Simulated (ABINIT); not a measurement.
Runs of ABINIT 10.8.3 (patched build) on BeS. It takes space group F-43m (No. 216, cubic). The conventional cell has a = 4.850 Å, b = 4.850 Å, c = 4.850 Å, α = 90.00°, β = 90.00°, γ = 90.00°. S (site symmetry -43m) has 4 Be at 2.10 Å as nearest neighbours. Be (site symmetry -43m) is surrounded by 4 S at 2.10 Å. 

```tsv
level	potentials or basis	k mesh	cutoff (eV)	smearing	fine-grid cutoff	most SCF steps	gap on the mesh (eV)	pressure (GPa)
BLYP	JTH PAW PBE v2.0	9 × 9 × 9	653	fermi-dirac 0.05 eV	1251.72 eV	-	3.47	4.6
revPBE	JTH PAW PBE v2.0	9 × 9 × 9	653	fermi-dirac 0.05 eV	1251.72 eV	-	3.28	3.1
WC	JTH PAW PBE v2.0	9 × 9 × 9	653	fermi-dirac 0.05 eV	1251.72 eV	-	3.03	-0.8
PBE	JTH PAW PBE v2.0	9 × 9 × 9	653	fermi-dirac 0.05 eV	1251.72 eV	-	3.20	1.3
PW91	JTH PAW PBE v2.0	9 × 9 × 9	653	fermi-dirac 0.05 eV	1251.72 eV	-	3.22	1.3
LDA	JTH PAW PBE v2.0	9 × 9 × 9	653	fermi-dirac 0.05 eV	1251.72 eV	-	(b)	-3.3
RPBE	JTH PAW PBE v2.0	9 × 9 × 9	653	fermi-dirac 0.05 eV	1251.72 eV	-	3.31	3.6
PBE	SG15 NC PBE v1.2	6 × 6 × 6	599	fixed	-	-	(a)	1.3
AM05	JTH PAW PBE v2.0	9 × 9 × 9	653	fermi-dirac 0.05 eV	1251.72 eV	-	3.09	-0.6
PBE0	SG15 NC PBE v1.2	6 × 6 × 6	599	fixed	-	60	4.82	-0.2
r2SCAN	JTH PAW PBE v2.0	9 × 9 × 9	653	fermi-dirac 0.05 eV	1251.72 eV	-	3.67	1.1
PBEsol	JTH PAW PBE v2.0	9 × 9 × 9	653	fermi-dirac 0.05 eV	1251.72 eV	-	3.02	-0.9
```

Alike in all rows: task single point; no spin polarisation; cell as given.

Question: Fill in the values left out.

Answer: (a) 3.15; (b) 2.99.

Caveats: an odd mesh through Γ misses points on the zone boundary, where band edges often lie (some runs); the PAW data sets were made with another functional, which shifts forces and pressure a little (some runs); the potentials were made for another functional, which shifts forces and pressure (some runs).
